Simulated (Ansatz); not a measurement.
# Te2Mo: the cost of one run

Computed with Ansatz 0.2.0 (DFT PBE, scalar-relativistic, plane waves, PAW, unless a step's input says otherwise).

1 further run of the same task is left out (set aside as unsound or not needed).

## (1) The structure to begin with

The structure is hexagonal, space group P-6m2 (No. 187). The conventional cell has a = 3.560 Å, b = 3.560 Å, c = 17.524 Å, α = 90.00°, β = 90.00°, γ = 120.00°. Te (site symmetry 3m) is surrounded by 3 Mo at 2.73 Å. Mo (site symmetry -6m2) is surrounded by 6 Te at 2.73 Å.

Structure file:

```
Te Mo
1.0
     3.56023    0.00000    0.00000
    -1.78012    3.08325    0.00000
     0.00000    0.00000   17.52406
Te Mo
2 1
Direct
  0.33333 0.66667 0.89786
  0.33333 0.66667 0.10214
  0.00000 0.00000 0.00000
```

Source of the structure: the Materials Project (structure only).

## (5) Setting up the map

The energy is mapped over volume and the cell's shape.

The axes are (1) volume per atom: 5 values from 53.7 to 74.1 Å³; (2) c/a of the conventional cell: 5 values from 4.368 to 5.559.

Nothing else is relaxed (fractional coordinates fixed). Energies count from the relaxed crystal. Points are written as (first, second).

(The set-up runs are not shown.)

## (6) Point (74.1 Å³, 4.928)

input.yaml reads:

```yaml
crystal:
  lattice:
    - [3.7352899591, 0.0, 0.0]
    - [-1.8676449796, 3.234855995, 0.0]
    - [0.0, 0.0, 18.4067447651]
  atoms:
    - { symbol: Te, position: [0.3333333333, 0.6666666667, 0.89679699] }
    - { symbol: Te, position: [0.3333333333, 0.6666666667, 0.10320301] }
    - { symbol: Mo, position: [0.0, 0.0, 0.0] }
basis:
  ecutwfc: 420
kpoints:
  mp_grid: { grid: [12, 12, 2] }
hamiltonian:
  xc: pbe
  pseudopotentials: { kind: paw, azcp: { folder: soft_1 } }
scf:
  occupations: { method: gaussian, width: 0.05 }
output:
  forces: true
  stress: true
  eigenvalues: true
  write_density: true
  write_potential: true
  elf: true
  volumetric_format: npy
```

Run with:

```
$ ansatz run input.yaml --threads 1 --pin off --max-ram 2048MiB --backend cpu --events-out ev --progress --plain --runs-dir out
```

What time and memory should one allow on 1 thread of Arm Neoverse N1, shared host?

About 56 s, with a peak of 0.47 GiB.
